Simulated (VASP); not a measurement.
# CaF7 (Im-3m) in VASP: a series of runs

The runs below take CaF7 through single point, relaxation of cell and atoms, with PBE.

Everything below comes from runs of VASP 6.6.1. Logs are shortened: lines on timing, memory, paths and dates and some standing lists are left out, and cuts for length are marked.

## 1. The cell of the first run

Symmetry: Im-3m, No. 229, cubic system. Conventional cell: a = 5.633 Å, b = 5.633 Å, c = 5.633 Å, α = 90.00°, β = 90.00°, γ = 90.00°. Around Ca (site symmetry m-3m) lie 8 F at 2.44 Å. F (site symmetry 4/mmm) has 8 F at 2.44 Å as nearest neighbours. F (site symmetry -3m) is surrounded by 2 Ca at 2.44 Å and 6 F at 2.44 Å.

The cell was built by a generator and needn't be a form met in nature.

## 2. Single point, PBE (species swapped into the Fe7Co type (Im-3m, No. 229))

INCAR reads:

```
PREC = Accurate ; ENCUT = 520
EDIFF = 1E-6 ; ISMEAR = 0
SIGMA = 0.1 ; LREAL = F
LASPH = T ; NELM = 100
ALGO = Fast ; ISIF = 2
LWAVE = F ; LCHARG = F
GGA = PE ; NBANDS = 40
```

KPOINTS reads:

```
regular mesh
0
Gamma
  10 10 10
```

POSCAR reads:

```
CaF7
1.0
   -2.8167246961      2.8167246961      2.8167246961
    2.8167246961     -2.8167246961      2.8167246961
    2.8167246961      2.8167246961     -2.8167246961
Ca F
1 7
Direct
    0.0000000000      0.0000000000      0.0000000000
    0.0000000000      0.5000000000      0.5000000000
    0.5000000000      0.5000000000      0.0000000000
    0.5000000000      0.0000000000      0.5000000000
    0.0000000000      0.0000000000      0.5000000000
    0.0000000000      0.5000000000      0.0000000000
    0.5000000000      0.0000000000      0.0000000000
    0.5000000000      0.5000000000      0.5000000000
```

Potentials or basis: VASP PAW PBE potentials, release 64 (Ca_sv, F).

Command:

```sh
cat potpaw_PBE.64/Ca_sv/POTCAR potpaw_PBE.64/F/POTCAR > POTCAR
mpirun -np 1 vasp_std > vasp.out
```

OUTCAR:

```text
PREC = Accurate
   ENCUT = 520
   EDIFF = 1E-6
   ISMEAR = 0
   LREAL = F
   LASPH = T
   NELM = 100
   ISIF = 2
   GGA = PE

 ion  position               nearest neighbor table
   1  0.000  0.000  0.000-   5 2.44   6 2.44   7 2.44   8 2.44   5 2.44   6 2.44   7 2.44   8 2.44

   2  0.000  0.500  0.500-
   3  0.500  0.500  0.000-
   4  0.500  0.000  0.500-
   5  0.000  0.000  0.500-   1 2.44   1 2.44
   6  0.000  0.500  0.000-   1 2.44   1 2.44
   7  0.500  0.000  0.000-   1 2.44   1 2.44
   8  0.500  0.500  0.500-   1 2.44   1 2.44

  LATTYP: Found a body centered cubic cell.
 ALAT       =     5.6334493922

  Lattice vectors:

 A1 = (  -2.8167246961,   2.8167246961,   2.8167246961)
 A2 = (   2.8167246961,  -2.8167246961,   2.8167246961)
 A3 = (   2.8167246961,   2.8167246961,  -2.8167246961)

Analysis of symmetry for initial positions (statically):
=====================================================================
 Subroutine PRICEL returns:
 Original cell was already a primitive cell.

 Routine SETGRP: Setting up the symmetry group for a
 body centered cubic supercell.

 Subroutine GETGRP returns: Found 48 space group operations
 (whereof 48 operations were pure point group operations)
 out of a pool of 48 trial point group operations.

The static configuration has the point symmetry O_h .

Analysis of symmetry for dynamics (positions and initial velocities):
=====================================================================
 Subroutine PRICEL returns:
 Original cell was already a primitive cell.

 Routine SETGRP: Setting up the symmetry group for a
 body centered cubic supercell.

 Subroutine GETGRP returns: Found 48 space group operations
 (whereof 48 operations were pure point group operations)
 out of a pool of 48 trial point group operations.

The dynamic configuration has the point symmetry O_h .

 Subroutine INISYM returns: Found 48 space group operations
 (whereof 48 operations are pure point group operations),
 and found     1 'primitive' translations

----------------------------------------------------------------------------------------

                                     Primitive cell

  volume of cell :      89.3909

  direct lattice vectors                    reciprocal lattice vectors
    -2.816724696  2.816724696  2.816724696     0.000000000  0.177511136  0.177511136
     2.816724696 -2.816724696  2.816724696     0.177511136  0.000000000  0.177511136
     2.816724696  2.816724696 -2.816724696     0.177511136  0.177511136  0.000000000

  length of vectors
     4.878710285  4.878710285  4.878710285     0.251038656  0.251038656  0.251038656

  position of ions in fractional coordinates (direct lattice)
     0.000000000  0.000000000  0.000000000
     0.000000000  0.500000000  0.500000000
     0.500000000  0.500000000  0.000000000
     0.500000000  0.000000000  0.500000000
     0.000000000  0.000000000  0.500000000
     0.000000000  0.500000000  0.000000000
     0.500000000  0.000000000  0.000000000
     0.500000000  0.500000000  0.500000000

  ion indices of the primitive-cell ions
   primitive index   ion index
                 1           1
                 2           2
                 3           3
                 4           4
                 5           5
                 6           6
                 7           7
                 8           8

----------------------------------------------------------------------------------------

 KPOINTS: regular mesh

Automatic generation of k-mesh.
 Grid dimensions read from file:
 generate k-points for:   10   10   10

 Generating k-lattice:

  Cartesian coordinates                     Fractional coordinates (reciprocal lattice)
     0.000000000  0.017751114  0.017751114     0.100000000  0.000000000  0.000000000
     0.017751114  0.000000000  0.017751114     0.000000000  0.100000000  0.000000000
     0.017751114  0.017751114  0.000000000     0.000000000  0.000000000  0.100000000

  Length of vectors
     0.025103866  0.025103866  0.025103866

  Shift w.r.t. Gamma in fractional coordinates (k-lattice)
     0.000000000  0.000000000  0.000000000

 Subroutine IBZKPT returns following result:
 ===========================================

 Found     47 irreducible k-points:

 Following reciprocal coordinates:
            Coordinates               Weight
  0.000000  0.000000  0.000000      1.000000
  0.100000  0.000000  0.000000     12.000000
  0.200000  0.000000  0.000000     12.000000
  0.300000  0.000000  0.000000     12.000000
  0.400000  0.000000  0.000000     12.000000
  0.500000  0.000000  0.000000      6.000000
[... 16 lines left out ...]
  0.300000  0.300000  0.100000      8.000000
 -0.300000  0.300000  0.100000     24.000000
 [... further k-points ...]
   k-points           NKPTS =     47   k-points in BZ     NKDIM =     47   number of bands    NBANDS=     40
   number of dos      NEDOS =    301   number of ions     NIONS =      8
   total plane-waves  NPLWV =  46656
   dimension x,y,z NGX =    36 NGY =   36 NGZ =   36
   dimension x,y,z NGXF=    72 NGYF=   72 NGZF=   72
   ions per type =               1   7
   NGX,Y,Z   is equivalent  to a cutoff of  12.27, 12.27, 12.27 a.u.
   NGXF,Y,Z  is equivalent  to a cutoff of  24.53, 24.53, 24.53 a.u.
 SYSTEM =  unknown system
   PREC   = accura    normal or accurate (medium, high low for compatibility)
   ISTART =      0    job   : 0-new  1-cont  2-samecut
   ICHARG =      2    charge: 1-file 2-atom 10-const
   ISPIN  =      1    spin polarized calculation?
   LNONCOLLINEAR =      F non collinear calculations
   LSORBIT =      F    spin-orbit coupling
   LASPH  =      T    aspherical Exc in radial PAW
   ENCUT  =  520.0 eV  38.22 Ry    6.18 a.u.   9.07  9.07  9.07*2*pi/ulx,y,z
   NELM   =    100;   NELMIN=  2; NELMDL= -5     # of ELM steps
   EDIFF  = 0.1E-05   stopping-criterion for ELM
   LREAL  =      F    real-space projection
   EDIFFG = 0.1E-04   stopping-criterion for IOM
   NSW    =      0    number of steps for IOM
   IBRION =     -1    ionic relax: 0-MD 1-quasi-New 2-CG
   NFREE  =      0    steps in history (QN), initial steepest desc. (CG)
   ISIF   =      2    stress and relaxation
   ISYM   =      2    0-nonsym 1-usesym 2-fastsym
   POTIM  = 0.5000    time-step for ionic-motion
   TEBEG  =    0.0;   TEEND  =   0.0 temperature during run
   PSTRESS=    0.0 pullay stress
   NELECT =      59.0000    total number of electrons
   NUPDOWN=      -1.0000    fix difference up-down
   EMIN   =  10.00;   EMAX   =-10.00  energy-range for DOS
   EFERMI =   0.00;   METHOD = LEGACY
   ISMEAR =     0;   SIGMA  =   0.10  broadening in eV -4-tet -1-fermi 0-gaus
   EFERMI_NEDOS =   21; number of points for ismear=-14 and -15
   IALGO  =     68    algorithm
   IMIX   =      4    mixing-type and parameters
     AMIX     =   0.40;   BMIX     =  1.00
     AMIX_MAG =   1.60;   BMIX_MAG =  1.00
  volume/ion in A,a.u.               =      11.17        75.40
  Fermi-wavevector in a.u.,A,eV,Ry     =   1.425371  2.693560 27.642699  2.031681
  Thomas-Fermi vector in A             =   2.545762
   LORBIT       =      0    0 simple, 1 ext, 2 COOP (PROOUT), +10 PAW based schemes
   GGA     = PE    functional components
   LHFCALC =     F    Hartree Fock is set to
   AEXX    =    0.0000 exact exchange contribution
   IVDW    =     0    specifies the selected vdW correction
   LEPSILON=     F    determine dielectric tensor
   LRPA    =     F    only Hartree local field effects (RPA)
 non-spin polarized calculation
 RMM-DIIS sequential band-by-band and
 Gauss-broadening in eV      SIGMA  =   0.10
  energy-cutoff  :      520.00
  volume of cell :       89.39
 maximum number of plane-waves:      2454
   NGX = 19   NGY = 19   NGZ = 19

 number of electron      58.9999983 magnetization

 Free energy of the ion-electron system (eV)
  ---------------------------------------------------
  ext. energy  EPLUGINS =         0.00000000
  ---------------------------------------------------
  free energy    TOTEN  =       -21.82069462 eV

  energy without entropy =      -21.72475089  energy(sigma->0) =      -21.77272275

 E-fermi :  -2.1686     XC(G=0): -10.2057

 val. band max:       -2.1687074112   @ k =   0.5000   0.0000   0.0000
 cond. band min:      -2.1663261040   @ k =  -0.4000   0.4000   0.1000
 fundamental gap:      0.0023813072
 Fermi energy:        -2.1686006303

 k-point     1 :       0.0000    0.0000    0.0000
  band No.  band energies     occupation
      1     -38.6160      2.00000
      2     -23.3598      2.00000
      3     -22.1603      2.00000
      4     -22.1603      2.00000
      5     -22.1603      2.00000
      6     -22.1303      2.00000
[... 32 lines left out ...]
     39      14.6048      0.00000
     40      16.7871      0.00000

 k-point     2 :       0.1000    0.0000    0.0000
  band No.  band energies     occupation
      1     -38.6158      2.00000
      2     -23.3402      2.00000
      3     -22.1945      2.00000
      4     -22.1723      2.00000
      5     -22.1623      2.00000
      6     -22.1341      2.00000
[... 32 lines left out ...]
     39      14.5795      0.00000
     40      16.3682      0.00000

 k-point     3 :       0.2000    0.0000    0.0000
  band No.  band energies     occupation
      1     -38.6151      2.00000
      2     -23.2826      2.00000
      3     -22.3037      2.00000
      4     -22.2014      2.00000
      5     -22.1658      2.00000
      6     -22.1424      2.00000
[... 32 lines left out ...]
     39      14.3313      0.00000
     40      15.8858      0.00000

 k-point     4 :       0.3000    0.0000    0.0000
  band No.  band energies     occupation
      1     -38.6144      2.00000
      2     -23.1919      2.00000
      3     -22.4549      2.00000
      4     -22.2358      2.00000
      5     -22.1698      2.00000
      6     -22.1523      2.00000
[... 32 lines left out ...]
     39      13.6291      0.00000
     40      15.4279      0.00000
[... 772 lines left out ...]
     39      14.2811      0.00000
     40      15.6223      0.00000

 k-point    23 :       0.3000    0.3000    0.1000
  band No.  band energies     occupation
      1     -38.6133      2.00000
      2     -22.8123      2.00000
      3     -22.8123      2.00000
      4     -22.5457      2.00000
      5     -22.2476      2.00000
      6     -21.9005      2.00000
[... 32 lines left out ...]
     39      13.0002      0.00000
     40      13.0004      0.00000

 k-point    24 :      -0.3000    0.3000    0.1000
  band No.  band energies     occupation
      1     -38.6141      2.00000
      2     -23.1707      2.00000
      3     -22.4473      2.00000
      4     -22.2894      2.00000
      5     -22.1534      2.00000
      6     -22.1250      2.00000
[... 32 lines left out ...]
     39      13.6334      0.00000
     40      15.1669      0.00000

 [... further k-points ...]
[... 5 lines left out ...]
  --------------------------------------------------------------------------------------
  -------------------------------------------------------------------------------------
  Total       -0.1366949     -0.1366949     -0.1366949      0.0000000     -0.0000000      0.0000000
  in kB       -2.4500210     -2.4500210     -2.4500210      0.0000000     -0.0000000      0.0000000
  external PRESSURE =      -2.4500210 kB  Pullay stress =       0.0000000 kB

 VOLUME and BASIS-vectors are now :
 -----------------------------------------------------------------------------
  energy-cutoff  :      520.00
  volume of cell :       89.39
      direct lattice vectors                 reciprocal lattice vectors
    -2.816724696  2.816724696  2.816724696     0.000000000  0.177511136  0.177511136
     2.816724696 -2.816724696  2.816724696     0.177511136  0.000000000  0.177511136
     2.816724696  2.816724696 -2.816724696     0.177511136  0.177511136  0.000000000

 POSITION                                       TOTAL-FORCE (eV/Angst)
 -----------------------------------------------------------------------------------
      0.00000      0.00000      0.00000         0.000000     -0.000000      0.000000
      2.81672      0.00000      0.00000         0.000000      0.000000      0.000000
      0.00000      0.00000      2.81672         0.000000      0.000000     -0.000000
      0.00000      2.81672      0.00000         0.000000     -0.000000      0.000000
      1.40836      1.40836     -1.40836        -0.000000      0.000000      0.000000
      1.40836     -1.40836      1.40836        -0.000000     -0.000000     -0.000000
     -1.40836      1.40836      1.40836         0.000000      0.000000     -0.000000
      1.40836      1.40836      1.40836        -0.000000     -0.000000      0.000000
 -----------------------------------------------------------------------------------
    total drift:                                0.000000     -0.000000      0.000000

  FREE ENERGIE OF THE ION-ELECTRON SYSTEM (eV)
  ---------------------------------------------------
  free  energy   TOTEN  =       -21.8206946225 eV

  energy  without entropy=      -21.7247508858  energy(sigma->0) =      -21.77272275
```

Run time: 3.4 min. Hardware: 1 thread of AMD EPYC 7R13 (Zen 3), shared host; peak memory 0.26 GiB.

What came out:

* Free energy: -21.8207 eV
* Pressure: -0.2 GPa
* Band gap on the k mesh: none (metal or under the smearing width)

Caveat: an odd number of electrons without spin polarisation forces a metal; a magnetic or distorted state may lie lower.

(Continued in part 2 of 2.)
